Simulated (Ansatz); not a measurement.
**Cold compression of Y (fcc type)**

```
CELL_PARAMETERS angstrom
0.00000 2.53354 2.53354
2.53354 0.00000 2.53354
2.53354 2.53354 0.00000
ATOMIC_POSITIONS crystal
Y 0.00000 0.00000 0.00000
```

The cell comes from a relaxation on PAW files under the same functional, begun from a prototype that needn't be the stable phase.

Its volume is scaled at fixed shape and fractional positions.

Level of theory: DFT with PBE, scalar-relativistic, in Ansatz 0.2.0; a Γ-centred 14×14×14 k mesh, Fermi–Dirac smearing of 0.08 eV, no spin polarisation. LAPW: all electrons, basis error target 1 meV/atom; PAW: frozen-core files, cutoff 420 eV; crystal datasets: all electrons, by PAW datasets that the program makes for each cell; norm-conserving: pseudopotentials, cutoff 980 eV; PAW (core large): files with a larger core, cutoff 420 eV.

Energies are extrapolated to zero smearing and count from the unscaled cell; pressure is positive in compression; gaps take the mesh and a band path. No temperature or zero-point motion is included.

The structure type is held throughout; the real material can change phase at far lower pressure.

```
V/V0  V (Å³/atom)  P LAPW (GPa)  ΔE LAPW (eV/atom)  P PAW − LAPW (GPa)  ΔE PAW − LAPW (meV/atom)
1.00        32.52          0.00              0.000                0.00                       0.0
0.88        28.62          6.08              0.065                0.00                       0.0
0.78        25.37             ?              0.264                0.00                       0.0
0.68        22.12          27.4              0.677                0.00                      -0.1
0.58        18.86          48.3              1.428                0.00                      -0.1
0.50        16.26          75.9              2.416               -0.01                      -0.2
0.43        13.99         117.9              3.764               -0.03                      -0.5
```

(1) Give the missing entry: row "0.78", column "P LAPW (GPa)".

(2) Fit the Vinet equation to the LAPW pressures over the whole range, with residuals weighted by 1/(|P| + 0.03·Pmax).

(3) At the smallest volume, how far do crystal datasets and norm-conserving and PAW (core large) lie from LAPW in pressure?

(4) How do the Löwdin populations by LAPW change from the unscaled cell to the last row?

## Answers

(1) 14.32.

(2) V0 = 32.53 Å³/atom, B0 = 38.4 GPa and B0′ = 3.31, and the fit misses no point by more than 2 GPa. A fit over so wide a range pins B0 less well than one near rest.

(3) crystal datasets: 0.00 GPa; norm-conserving: +0.05 GPa; PAW (core large): -0.03 GPa, on a LAPW pressure of 117.9 GPa.

(4) Y 4s 1.96 → 1.82, Y 5s 0.84 → 0.38, Y 4p 5.97 → 5.72, Y 4d 2.18 → 3.07 electrons an atom. These are projections on the shells that the free atoms fill; 0.05 e a cell lies outside them at the start and 0.02 e at the end.
